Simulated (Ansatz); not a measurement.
Run this with Ansatz's Python interface and show what comes out.

`tlcl.xyz`
```text
2
Lattice="3.834 0.0 0.0 0.0 3.834 0.0 0.0 0.0 3.834" Properties=species:S:1:pos:R:3 pbc="T T T"
Tl    0.00000000    0.00000000    0.00000000
Cl    1.91700000    1.91700000    1.91700000
```

Script `ecut.py`:
```python
'''Cutoff test for TlCl.'''

import csv

import ansatz as az


def main() -> None:
    cell = az.Crystal.from_extxyz('tlcl.xyz')

    calculation = (
        cell.calculation()
        .functional('PBEsol')
        .occupations('fixed')
        .kpoints(mesh=(3, 3, 3))
        .scf(extra_bands=16)
        .mixing('broyden', beta=0.3)
        .forces()
        .stress()
    )

    rows = []
    for value in [250, 325, 400, 475]:
        report = calculation.basis(value).run(threads=1, pin='off').report
        rows.append((value, report['free_energy_ev'] / len(report['lattice']['sites']), report['n_iterations'], sum(report['stress_gpa'][i][i] for i in range(3)) / 3, max(abs(f) for row in report['forces_ev_ang'] for f in row), report['n_pw']))

    with open('ecut.csv', 'w', newline='') as handle:
        writer = csv.writer(handle)
        writer.writerow(['cutoff (eV)', 'F/atom (eV)', 'iterations', 'P (GPa)', 'max component (eV/A)', 'plane waves'])
        writer.writerows([round(v, 5) if isinstance(v, float) else v for v in row] for row in rows)

    # the last row is the reference
    for row in rows[:-1]:
        shift = 1000 * (row[1] - rows[-1][1])
        print(f'{row[0]}: {shift:+.2f} meV/atom' + ('  (within 1 meV)' if abs(shift) < 1 else ''))


if __name__ == '__main__':
    main()
```

```console
$ python ecut.py
DeckWarning: basis.ecutwfc = 250 eV is below the records' recommended 420 eV, and the density's cutoff is lower with it unless basis.ecutrho_ratio is high enough to keep the records' density cutoff: compare with a run at a higher cutoff
DeckWarning: basis.ecutwfc = 325 eV is below the records' recommended 420 eV, and the density's cutoff is lower with it unless basis.ecutrho_ratio is high enough to keep the records' density cutoff: compare with a run at a higher cutoff
DeckWarning: basis.ecutwfc = 400 eV is below the records' recommended 420 eV, and the density's cutoff is lower with it unless basis.ecutrho_ratio is high enough to keep the records' density cutoff: compare with a run at a higher cutoff
250: +379.25 meV/atom
325: +7.39 meV/atom
400: +0.73 meV/atom  (within 1 meV)
```
(Warnings from the package without file and line.)

`ecut.csv`, as written:
```csv
cutoff (eV),F/atom (eV),iterations,P (GPa),max component (eV/A),plane waves
250,-6178.77677,9,-1.21466,0.0,485
325,-6179.14864,7,-1.47967,0.0,739
400,-6179.1553,6,-1.48059,0.0,1021
475,-6179.15602,7,-1.48109,0.0,1357
```

From 400 eV on it stays within 1 meV an atom of the value at 475 eV; the first row (250 eV) is off by 379.3 meV and the last but one by 0.73 meV. The energy falls steadily, as expected when plane waves are added. The pressure moves from -1.21 to -1.48 GPa (the program's stress holds a Pulay correction, so it settles early).

Reading the output:
- Energy and stress may still move on a finer k-point mesh.
- Forces vanish by symmetry here and test nothing.
- Of the deposited cell: the entry's cell lengths or inner coordinates differ somewhat from later room-temperature determinations.
- Pressure is positive in compression.
- Spin-orbit coupling, which matters for elements this heavy, is left out.
- The structure is a deposited one; some such entries were measured under pressure or heat, so a shift against it needn't be the functional's error alone.
- Shifts are counted from the last row, which is itself no proven limit.
- Finished in 2.8 s on 1 thread of Arm Neoverse V1, on a shared host, peak memory 0.34 GiB.

(Lines on the test bed's own set-up are left out of the output.)
